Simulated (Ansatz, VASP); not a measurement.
# Two plane-wave programs on BN

```
B N
1.0
     2.60900    0.00000    0.00000
    -1.30450    2.25946    0.00000
     0.00000    0.00000   26.00000
B N
1 1
Direct
  0.00000 0.00000 0.50000
  0.66667 0.33333 0.50000
```

Alike in both runs: task single point; functional PBE; dispersion D3(BJ); k mesh 12 × 12 × 1; occupations gaussian, width 0.02 eV; no spin polarisation.

|  | VASP | Ansatz |
| --- | --- | --- |
| version | VASP 6.6.1 | Ansatz 0.2.0 |
| potentials or method | VASP PAW PBE potentials, release 64 (B, N) | scalar-relativistic, plane waves, PAW |
| plane-wave cutoff (eV) | 520 | 420 |
| valence electrons in the cell | 8 | 8 |

```tsv
	VASP	Ansatz	Ansatz less VASP
gap on the k mesh at the Fermi level (eV)	4.37	4.37	+0.002
least direct gap on the mesh (eV)	4.37	4.37	+0.002
```

PBE gaps usually lie below the measured ones, often by a third to a half.
